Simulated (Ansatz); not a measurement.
The system is ZrC.

```
Zr C
1.0
     0.00000    2.36500    2.36500
     2.36500    0.00000    2.36500
     2.36500    2.36500    0.00000
Zr C
1 1
Direct
  0.50000 0.50000 0.50000
  0.00000 0.00000 0.00000
```

Base run:

| Property | Result |
| --- | --- |
| Program | Ansatz 0.2.0 |
| Functional | r2SCAN |
| Potentials or basis | Ansatz PAW |
| Cutoff | 500 eV (not typed: the program's choice for these potentials) |
| k mesh | 10 × 10 × 10 |
| Occupations | fermi-dirac, width 0.05 eV |
| Spin | no spin polarisation |

Its results: band gap on the k mesh none (metal or under the smearing width); pressure -2.6 GPa.

Question: After a change of settings the same cell gave: band gap on the k mesh none (metal or under the smearing width); pressure -8.5 GPa. Which change was it?
A. functional from r2SCAN to LDA; cutoff from 500 eV (not typed: the program's choice for these potentials) to 420 eV (not typed: the program's choice for these potentials)
B. functional from r2SCAN to PBEsol; cutoff from 500 eV (not typed: the program's choice for these potentials) to 420 eV (not typed: the program's choice for these potentials); spin from no spin polarisation to spin-orbit coupling, no magnetisation; potential files from those of the base run to others of the same set
C. functional from r2SCAN to PBE; cutoff from 500 eV (not typed: the program's choice for these potentials) to 420 eV (not typed: the program's choice for these potentials)

Answer: B.

Caveats: the PAW data sets come from PBE, with cores solved anew for the run's functional, which leaves a small shift of forces and pressure.
